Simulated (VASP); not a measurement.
# Rb (Fm-3m) in VASP: further runs

One crystal, Rb, is run at these levels: r2SCAN; tasks: single point.

All numbers are computed with VASP 6.6.1; they aren't measurements. Logs are shortened: lines on timing, memory, paths and dates and some standing lists are left out, and cuts for length are marked.

## Step 1: The structure

The structure is cubic, space group Fm-3m (No. 225). Conventional cell: a = 7.280 Å, b = 7.280 Å, c = 7.280 Å, α = 90.00°, β = 90.00°, γ = 90.00°.

This isn't the form of Rb at room conditions, which is bcc.

## Step 2: Single point, r2SCAN

The input, INCAR:

```
SYSTEM = Rb
PREC = Accurate
ENCUT = 700
EDIFF = 1E-6
ISMEAR = 1
SIGMA = 0.2
LREAL = .FALSE.
LASPH = .TRUE.
NELM = 100
ALGO = Normal
ISIF = 2
LWAVE = .FALSE.
LCHARG = .FALSE.
METAGGA = R2SCAN
LMIXTAU = .TRUE.
ADDGRID = .FALSE.
```

The input, KPOINTS:

```
regular mesh
0
G
  3 3 3
  0 0 0
```

The input, POSCAR:

```
Rb
1.0
    0.0000000000      3.6398846700      3.6398846700
    3.6398846700      0.0000000000      3.6398846700
    3.6398846700      3.6398846700      0.0000000000
Rb
1
Direct
    0.0000000000      0.0000000000      0.0000000000
```

Potentials or basis: VASP PAW PBE potentials, release 64 (Rb_sv).

On the command line:

```bash
> cat potpaw_PBE.64/Rb_sv/POTCAR > POTCAR
> mpirun -np 1 vasp_std > vasp.out
```

OUTCAR:

```text
SYSTEM = Rb
   PREC = Accurate
   ENCUT = 700
   EDIFF = 1E-6
   ISMEAR = 1
   LREAL = .FALSE.
   LASPH = .TRUE.
   NELM = 100
   ISIF = 2
   METAGGA = R2SCAN

 Found      4 irreducible k-points:

 Following reciprocal coordinates:
            Coordinates               Weight
  0.000000  0.000000  0.000000      1.000000
  0.333333  0.000000  0.000000      8.000000
  0.333333  0.333333  0.000000      6.000000
 -0.333333  0.333333  0.000000     12.000000
   k-points           NKPTS =      4   k-points in BZ     NKDIM =      4   number of bands    NBANDS=      8
   number of dos      NEDOS =    301   number of ions     NIONS =      1
   total plane-waves  NPLWV = 110592
   dimension x,y,z NGX =    48 NGY =   48 NGZ =   48
   dimension x,y,z NGXF=    96 NGYF=   96 NGZF=   96
   ions per type =               1
   NGX,Y,Z   is equivalent  to a cutoff of  15.50, 15.50, 15.50 a.u.
   NGXF,Y,Z  is equivalent  to a cutoff of  31.00, 31.00, 31.00 a.u.
 SYSTEM =  Rb
   PREC   = accura    normal or accurate (medium, high low for compatibility)
   ISTART =      0    job   : 0-new  1-cont  2-samecut
   ICHARG =      2    charge: 1-file 2-atom 10-const
   ISPIN  =      1    spin polarized calculation?
   LNONCOLLINEAR =      F non collinear calculations
   LSORBIT =      F    spin-orbit coupling
   LASPH  =      T    aspherical Exc in radial PAW
   ENCUT  =  700.0 eV  51.45 Ry    7.17 a.u.  11.10 11.10 11.10*2*pi/ulx,y,z
   NELM   =    100;   NELMIN=  2; NELMDL= -5     # of ELM steps
   EDIFF  = 0.1E-05   stopping-criterion for ELM
   LREAL  =      F    real-space projection
   EDIFFG = 0.1E-04   stopping-criterion for IOM
   NSW    =      0    number of steps for IOM
   IBRION =     -1    ionic relax: 0-MD 1-quasi-New 2-CG
   NFREE  =      0    steps in history (QN), initial steepest desc. (CG)
   ISIF   =      2    stress and relaxation
   ISYM   =      2    0-nonsym 1-usesym 2-fastsym
   POTIM  = 0.5000    time-step for ionic-motion
   TEBEG  =    0.0;   TEEND  =   0.0 temperature during run
   PSTRESS=    0.0 pullay stress
   NELECT =       9.0000    total number of electrons
   NUPDOWN=      -1.0000    fix difference up-down
   EMIN   =  10.00;   EMAX   =-10.00  energy-range for DOS
   EFERMI =   0.00;   METHOD = LEGACY
   ISMEAR =     1;   SIGMA  =   0.20  broadening in eV -4-tet -1-fermi 0-gaus
   EFERMI_NEDOS =   21; number of points for ismear=-14 and -15
   IALGO  =     38    algorithm
   IMIX   =      4    mixing-type and parameters
     AMIX     =   0.40;   BMIX     =  1.00
     AMIX_MAG =   1.60;   BMIX_MAG =  1.00
  volume/ion in A,a.u.               =      96.45       650.86
  Fermi-wavevector in a.u.,A,eV,Ry     =   0.742548  1.403213  7.501953  0.551378
  Thomas-Fermi vector in A             =   1.837453
   LORBIT       =      0    0 simple, 1 ext, 2 COOP (PROOUT), +10 PAW based schemes
   METAGGA = R2SCAN    functional components
   LHFCALC =     F    Hartree Fock is set to
   AEXX    =    0.0000 exact exchange contribution
   IVDW    =     0    specifies the selected vdW correction
   LEPSILON=     F    determine dielectric tensor
   LRPA    =     F    only Hartree local field effects (RPA)
 non-spin polarized calculation
 Methfessel and Paxton  Order N= 1 SIGMA  =   0.20
  energy-cutoff  :      700.00
  volume of cell :       96.45
 maximum number of plane-waves:      4087
 NGX is ok and might be reduce to    48
   NGX = 23   NGY = 23   NGZ = 23

 number of electron       9.0000000 magnetization

 Free energy of the ion-electron system (eV)
  ---------------------------------------------------
  ext. energy  EPLUGINS =         0.00000000
  ---------------------------------------------------
  free energy    TOTEN  =       -13.98919809 eV

  energy without entropy =      -13.98149501  energy(sigma->0) =      -13.98663040

 E-fermi :  -0.4927     XC(G=0):  -5.5859

 val. band max:       -0.5527853246   @ k =   0.3333   0.3333   0.0000
 cond. band min:       0.6876383986   @ k =  -0.3333   0.3333   0.0000
 fundamental gap:      1.2404237232
 Fermi energy:        -0.4927312319

 k-point     1 :       0.0000    0.0000    0.0000
  band No.  band energies     occupation
      1     -30.1657      2.00000
      2     -13.6595      2.00000
      3     -13.6595      2.00000
      4     -13.6595      2.00000
      5      -2.0820      2.00000
      6       3.8945      0.00000
      7       3.8945      0.00000
      8       3.8945      0.00000

 k-point     2 :       0.3333    0.0000    0.0000
  band No.  band energies     occupation
      1     -30.1633      2.00000
      2     -13.7199      2.00000
      3     -13.6676      2.00000
      4     -13.6676      2.00000
      5      -0.9088      2.01222
      6       1.7379     -0.00000
      7       3.8104      0.00000
      8       3.8104      0.00000

 k-point     3 :       0.3333    0.3333    0.0000
  band No.  band energies     occupation
      1     -30.1625      2.00000
      2     -13.7168      2.00000
      3     -13.6812      2.00000
      4     -13.6812      2.00000
      5      -0.5528      1.48371
      6       2.2604     -0.00000
      7       2.4945     -0.00000
      8       4.2769      0.00000

 k-point     4 :      -0.3333    0.3333    0.0000
  band No.  band energies     occupation
      1     -30.1617      2.00000
      2     -13.7133      2.00000
      3     -13.7128      2.00000
      4     -13.6785      2.00000
      5       0.6876     -0.00000
      6       1.5308     -0.00000
      7       1.5354     -0.00000
      8       4.0828      0.00000

------------------------ aborting loop because EDIFF is reached ----------------------------------------

  FORCE on cell =-STRESS in cart. coord.  units (eV):
  Direction    XX          YY          ZZ          XY          YZ          ZX
  --------------------------------------------------------------------------------------
  -------------------------------------------------------------------------------------
  Total       -0.0509063     -0.0509063     -0.0509063     -0.0000000     -0.0000000      0.0000000
  in kB       -0.8456469     -0.8456469     -0.8456469     -0.0000000     -0.0000000      0.0000000
  external PRESSURE =      -0.8456469 kB  Pullay stress =       0.0000000 kB

 VOLUME and BASIS-vectors are now :
 -----------------------------------------------------------------------------
  energy-cutoff  :      700.00
  volume of cell :       96.45
      direct lattice vectors                 reciprocal lattice vectors
     0.000000000  3.639884670  3.639884670    -0.137366990  0.137366990  0.137366990
     3.639884670  0.000000000  3.639884670     0.137366990 -0.137366990  0.137366990
     3.639884670  3.639884670  0.000000000     0.137366990  0.137366990 -0.137366990

 POSITION                                       TOTAL-FORCE (eV/Angst)
 -----------------------------------------------------------------------------------
      0.00000      0.00000      0.00000         0.000000      0.000000      0.000000
 -----------------------------------------------------------------------------------
    total drift:                                0.000000      0.000000      0.000000

  FREE ENERGIE OF THE ION-ELECTRON SYSTEM (eV)
  ---------------------------------------------------
  free  energy   TOTEN  =       -13.9891980941 eV

  energy  without entropy=      -13.9814950101  energy(sigma->0) =      -13.98663040
```

stdout:

```text
POSCAR found type information on POSCAR Rb
 POSCAR found :  1 types and       1 ions
 scaLAPACK will be used
 -----------------------------------------------------------------------------
|                                                                             |
|                                                                             |
|     You enforced a specific xc type in the INCAR file but a different       |
|     I HOPE YOU KNOW WHAT YOU ARE DOING!                                     |
|                                                                             |
 -----------------------------------------------------------------------------

 LDA part: xc-table for (None), standard interpolation
 POSCAR, INCAR and KPOINTS ok, starting setup
 FFT: planning ... GRIDC
 FFT: planning ... GRID_SOFT
 FFT: planning ... GRID
 WAVECAR not read
 entering main loop
```

It took 57 s on 1 thread of Intel Xeon 6975P-C (Granite Rapids), shared host; peak memory 0.34 GiB.

These settings aren't checked as converged: the numbers below hold their error.

Results:

```
Free energy            : -13.9892 eV
Pressure               : -0.1 GPa
Band gap on the k mesh : none (metal or under the smearing width)
```

Caveat: the k mesh is coarse (spacing up to 0.50 Å⁻¹), so the values aren't converged; the PAW data sets were made with another functional, which shifts forces and pressure a little.

## Step 3: Single point, r2SCAN

INCAR is that of step 2.

KPOINTS is that of step 2.

The input, POSCAR:

```
Rb
1.0
    0.0790870000      3.6559800000      3.6130310000
    3.6559400000      0.0406780000      3.6514400000
    3.6810400000      3.7194890000      0.0155780000
Rb
1
Direct
   -0.0191540000      0.0033960000      0.0084760000
```

Potentials or basis: VASP PAW PBE potentials, release 64 (Rb_sv).

On the command line:

```bash
> cat potpaw_PBE.64/Rb_sv/POTCAR > POTCAR
> mpirun -np 1 vasp_std > vasp.out
```

OUTCAR:

```text
SYSTEM = Rb
   PREC = Accurate
   ENCUT = 700
   EDIFF = 1E-6
   ISMEAR = 1
   LREAL = .FALSE.
   LASPH = .TRUE.
   NELM = 100
   ISIF = 2
   METAGGA = R2SCAN

 Found     14 irreducible k-points:

 Following reciprocal coordinates:
            Coordinates               Weight
  0.000000  0.000000  0.000000      1.000000
  0.333333 -0.000000  0.000000      2.000000
  0.000000  0.333333  0.000000      2.000000
  0.333333  0.333333  0.000000      2.000000
 -0.333333  0.333333  0.000000      2.000000
  0.000000  0.000000  0.333333      2.000000
   k-points           NKPTS =     14   k-points in BZ     NKDIM =     14   number of bands    NBANDS=      8
   number of dos      NEDOS =    301   number of ions     NIONS =      1
   total plane-waves  NPLWV = 110592
   dimension x,y,z NGX =    48 NGY =   48 NGZ =   48
   dimension x,y,z NGXF=    96 NGYF=   96 NGZF=   96
   ions per type =               1
   NGX,Y,Z   is equivalent  to a cutoff of  15.52, 15.44, 15.25 a.u.
   NGXF,Y,Z  is equivalent  to a cutoff of  31.05, 30.89, 30.50 a.u.
 SYSTEM =  Rb
   PREC   = accura    normal or accurate (medium, high low for compatibility)
   ISTART =      0    job   : 0-new  1-cont  2-samecut
   ICHARG =      2    charge: 1-file 2-atom 10-const
   ISPIN  =      1    spin polarized calculation?
   LNONCOLLINEAR =      F non collinear calculations
   LSORBIT =      F    spin-orbit coupling
   LASPH  =      T    aspherical Exc in radial PAW
   ENCUT  =  700.0 eV  51.45 Ry    7.17 a.u.  11.09 11.15 11.29*2*pi/ulx,y,z
   NELM   =    100;   NELMIN=  2; NELMDL= -5     # of ELM steps
   EDIFF  = 0.1E-05   stopping-criterion for ELM
   LREAL  =      F    real-space projection
   EDIFFG = 0.1E-04   stopping-criterion for IOM
   NSW    =      0    number of steps for IOM
   IBRION =     -1    ionic relax: 0-MD 1-quasi-New 2-CG
   NFREE  =      0    steps in history (QN), initial steepest desc. (CG)
   ISIF   =      2    stress and relaxation
   ISYM   =      2    0-nonsym 1-usesym 2-fastsym
   POTIM  = 0.5000    time-step for ionic-motion
   TEBEG  =    0.0;   TEEND  =   0.0 temperature during run
   PSTRESS=    0.0 pullay stress
   NELECT =       9.0000    total number of electrons
   NUPDOWN=      -1.0000    fix difference up-down
   EMIN   =  10.00;   EMAX   =-10.00  energy-range for DOS
   EFERMI =   0.00;   METHOD = LEGACY
   ISMEAR =     1;   SIGMA  =   0.20  broadening in eV -4-tet -1-fermi 0-gaus
   EFERMI_NEDOS =   21; number of points for ismear=-14 and -15
   IALGO  =     38    algorithm
   IMIX   =      4    mixing-type and parameters
     AMIX     =   0.40;   BMIX     =  1.00
     AMIX_MAG =   1.60;   BMIX_MAG =  1.00
  volume/ion in A,a.u.               =      96.45       650.86
  Fermi-wavevector in a.u.,A,eV,Ry     =   0.742548  1.403213  7.501953  0.551378
  Thomas-Fermi vector in A             =   1.837453
   LORBIT       =      0    0 simple, 1 ext, 2 COOP (PROOUT), +10 PAW based schemes
   METAGGA = R2SCAN    functional components
   LHFCALC =     F    Hartree Fock is set to
   AEXX    =    0.0000 exact exchange contribution
   IVDW    =     0    specifies the selected vdW correction
   LEPSILON=     F    determine dielectric tensor
   LRPA    =     F    only Hartree local field effects (RPA)
 non-spin polarized calculation
 Methfessel and Paxton  Order N= 1 SIGMA  =   0.20
  energy-cutoff  :      700.00
  volume of cell :       96.45
 maximum number of plane-waves:      4067
 NGX is ok and might be reduce to    48
   NGX = 23   NGY = 23   NGZ = 23

 number of electron       9.0000000 magnetization

 Free energy of the ion-electron system (eV)
  ---------------------------------------------------
  ext. energy  EPLUGINS =         0.00000000
  ---------------------------------------------------
  free energy    TOTEN  =       -13.98827735 eV

  energy without entropy =      -13.98079679  energy(sigma->0) =      -13.98578383

 E-fermi :  -0.4922     XC(G=0):  -5.5865

 val. band max:       -0.5412084994   @ k =   0.3333   0.3333   0.0000
 cond. band min:       0.6123425460   @ k =  -0.3333  -0.3333   0.3333
 fundamental gap:      1.1535510453
 Fermi energy:        -0.4922087902

 k-point     1 :       0.0000    0.0000    0.0000
  band No.  band energies     occupation
      1     -30.1661      2.00000
      2     -13.6599      2.00000
      3     -13.6598      2.00000
      4     -13.6597      2.00000
      5      -2.0829      2.00000
      6       3.7765      0.00000
      7       3.8799      0.00000
      8       4.0293      0.00000

 k-point     2 :       0.3333   -0.0000    0.0000
  band No.  band energies     occupation
      1     -30.1635      2.00000
      2     -13.7242      2.00000
      3     -13.6697      2.00000
      4     -13.6683      2.00000
      5      -0.8709      2.02222
      6       1.8289     -0.00000
      7       3.6979      0.00000
      8       3.8238      0.00000

 k-point     3 :       0.0000    0.3333    0.0000
  band No.  band energies     occupation
      1     -30.1637      2.00000
      2     -13.7211      2.00000
      3     -13.6687      2.00000
      4     -13.6673      2.00000
      5      -0.9035      2.01326
      6       1.7519     -0.00000
      7       3.6825      0.00000
      8       3.9319      0.00000

 k-point     4 :       0.3333    0.3333    0.0000
  band No.  band energies     occupation
      1     -30.1629      2.00000
      2     -13.7175      2.00000
      3     -13.6831      2.00000
      4     -13.6807      2.00000
      5      -0.5412      1.40119
      6       2.2454     -0.00000
      7       2.5223     -0.00000
      8       4.1166      0.00000

 k-point     5 :      -0.3333    0.3333    0.0000
  band No.  band energies     occupation
      1     -30.1620      2.00000
      2     -13.7179      2.00000
      3     -13.7119      2.00000
      4     -13.6797      2.00000
      5       0.7448     -0.00000
      6       1.5310     -0.00000
      7       1.5866     -0.00000
      8       3.9329      0.00000

 k-point     6 :       0.0000    0.0000    0.3333
  band No.  band energies     occupation
      1     -30.1638      2.00000
      2     -13.7193      2.00000
      3     -13.6687      2.00000
      4     -13.6661      2.00000
      5      -0.9238      2.00928
      6       1.7035     -0.00000
      7       3.7652      0.00000
      8       3.9020      0.00000

 [... further k-points ...]

------------------------ aborting loop because EDIFF is reached ----------------------------------------

  FORCE on cell =-STRESS in cart. coord.  units (eV):
  Direction    XX          YY          ZZ          XY          YZ          ZX
  --------------------------------------------------------------------------------------
  -------------------------------------------------------------------------------------
  Total       -0.0542197     -0.0299293     -0.0583805     -0.0531060      0.0110354     -0.0278975
  in kB       -0.9006887     -0.4971813     -0.9698075     -0.8821877      0.1833183     -0.4634291
  external PRESSURE =      -0.7892258 kB  Pullay stress =       0.0000000 kB

 VOLUME and BASIS-vectors are now :
 -----------------------------------------------------------------------------
  energy-cutoff  :      700.00
  volume of cell :       96.45
      direct lattice vectors                 reciprocal lattice vectors
     0.079087000  3.655980000  3.613031000    -0.140810279  0.138770703  0.139437870
     3.655940000  0.040678000  3.651440000     0.138745112 -0.137882505  0.136484505
     3.681040000  3.719489000  0.015578000     0.136888613  0.133960839 -0.138549672

 POSITION                                       TOTAL-FORCE (eV/Angst)
 -----------------------------------------------------------------------------------
      0.12119      3.61762      3.55636         0.000000      0.000000     -0.000000
 -----------------------------------------------------------------------------------
    total drift:                                0.000000     -0.000000     -0.000000

  FREE ENERGIE OF THE ION-ELECTRON SYSTEM (eV)
  ---------------------------------------------------
  free  energy   TOTEN  =       -13.9882773488 eV

  energy  without entropy=      -13.9807967885  energy(sigma->0) =      -13.98578383
```

stdout:

```text
POSCAR found type information on POSCAR Rb
 POSCAR found :  1 types and       1 ions
 scaLAPACK will be used
 -----------------------------------------------------------------------------
|                                                                             |
|                                                                             |
|     You enforced a specific xc type in the INCAR file but a different       |
|     I HOPE YOU KNOW WHAT YOU ARE DOING!                                     |
|                                                                             |
 -----------------------------------------------------------------------------

 LDA part: xc-table for (None), standard interpolation
 POSCAR, INCAR and KPOINTS ok, starting setup
 FFT: planning ... GRIDC
 FFT: planning ... GRID_SOFT
 FFT: planning ... GRID
 WAVECAR not read
 entering main loop
```

Wall time 96 s (1 thread of Intel Xeon 6975P-C (Granite Rapids), shared host); peak memory 0.35 GiB.

The run converged, but some of its settings lie outside the range that counts as converged, so its numbers aren't taken as properties of the crystal.

What came out:

| Property | Result |
| --- | --- |
| Free energy | -13.9883 eV |
| Pressure | -0.1 GPa |
| Band gap on the k mesh | none (metal or under the smearing width) |

Caveat: the k mesh is coarse (spacing up to 0.51 Å⁻¹), so the values aren't converged; the PAW data sets were made with another functional, which shifts forces and pressure a little.

## Step 4: Single point, r2SCAN

INCAR: that of step 3 with these lines changed.

```diff
@@ -2,3 +2,3 @@
 PREC = Accurate
-ENCUT = 700
+ENCUT = 300
 EDIFF = 1E-6
```

The input, KPOINTS:

```
regular mesh
0
G
  5 5 5
  0 0 0
```

The input, POSCAR:

```
Rb
1.0
    0.0000000000      3.6398846700      3.6398846700
    3.6398846700      0.0000000000      3.6398846700
    3.6398846700      3.6398846700      0.0000000000
Rb
1
Direct
    0.0000000000      0.0000000000      0.0000000000
```

On the command line:

```bash
> cat potpaw_PBE.64/Rb_sv/POTCAR > POTCAR
> mpirun -np 1 vasp_std > vasp.out
```

It took 30 s on 1 thread of Intel Xeon 6975P-C (Granite Rapids), shared host; peak memory 0.16 GiB.

The run converged, but some of its settings lie outside the range that counts as converged, so its numbers aren't taken as properties of the crystal.

What came out:

| Item | Value |
| --- | --- |
| Free energy | -13.9449 eV |
| Pressure | -0.1 GPa |
| Band gap on the k mesh | none (metal or under the smearing width) |

Caveat: the PAW data sets were made with another functional, which shifts forces and pressure a little.

## Step 5: For comparison

An earlier run on the cell as given: functional PBE; potentials or basis VASP PAW PBE potentials, release 64 (Rb_sv); cutoff 520 eV; k mesh 6 × 6 × 6; occupations fermi-dirac, width 0.05 eV; no spin polarisation.

- Pressure: -0.1 GPa
- Band gap on the k mesh: none (metal or under the smearing width)
